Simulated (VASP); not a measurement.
Crystal: BaS.

```
Ba S
1.0
     0.00000    3.19375    3.19375
     3.19375    0.00000    3.19375
     3.19375    3.19375    0.00000
Ba S
1 1
Cartesian
  0.0000 0.0000 0.0000
  3.1938 3.1938 3.1938
```

Base run:

* Program: VASP 6.6.1
* Functional: PBE
* Potentials or basis: VASP PAW PBE potentials, release 64 (Ba_sv, S)
* Cutoff: 520 eV
* k mesh: 7 × 7 × 7
* Occupations: fermi-dirac, width 0.05 eV
* Spin: no spin polarisation

Its results: band gap on the k mesh 2.17 eV, indirect (least direct gap 2.31 eV); electronic dielectric tensor (diagonal) 4.90.

Q: The run is repeated on the same cell with these changes: functional from PBE to LDA; potentials or basis from VASP PAW PBE potentials, release 64 (Ba_sv, S) to VASP PAW LDA potentials, release 64 (Ba_sv, S). What comes out?

A: Band gap on the k mesh 1.96 eV, indirect (least direct gap 2.11 eV); electronic dielectric tensor (diagonal) 5.11.

Caveats: spin-orbit coupling is left out, which moves the levels of the heavy elements; an odd mesh through Γ misses points on the zone boundary, where band edges often lie.
